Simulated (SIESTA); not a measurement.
**ZrB2 under changes of volume**

One of the cells (10.454 Å³/atom); the others are scaled copies at fixed shape and fractional positions:

```
Zr B
1.0
     3.19099    0.00000    0.00000
    -1.59550    2.76348    0.00000
     0.00000    0.00000    3.55640
Zr B
1 2
Direct
  0.00000 0.00000 0.00000
  0.66667 0.33333 0.50000
  0.33333 0.66667 0.50000
```

```yaml
Program: SIESTA 5.4.2
Functional: PBE
Potentials_or_basis: PseudoDojo 0.4 standard (PBE files)
Basis: DZP (energy shift 0.003 Ry; two zetas on semicore shells)
Grid_cutoff: 800 Ry
Energy_shift: 0.003 Ry
k_mesh: 10 × 10 × 8
Occupations: fermi-dirac, width 0.05 eV
Spin: no spin polarisation
```

```tsv
volume (Å³/atom)	energy over the lowest point (meV/atom)	pressure (GPa)
9.634	?	?
9.839	16.42	12.3
10.044	4.41	6.6
10.454	0.00	-2.9
10.659	6.45	-7.1
10.864	18.09	-11.0
```

**Question.** What does the run at 9.634 Å³/atom give?

**Answer.** Energy over the lowest point 36.08 meV/atom; pressure 18.6 GPa.

Worked out: A Birch-Murnaghan fit of order 3 (a polynomial in V^(-2/3)) to the other rows has its minimum at 10.32 Å³/atom with B0 = V·E''(V) = 234 GPa and B' = 3.5 at fixed shape and positions, which overstates the stiffness. It gives 35.76 meV/atom at 9.634 Å³/atom, against the run's 36.08, and -dE/dV = 18.2 GPa, against 18.6.

Energies are extrapolated to zero smearing.

Caveats: the basis of atomic orbitals isn't converged, which shifts pressures, moduli and gaps.
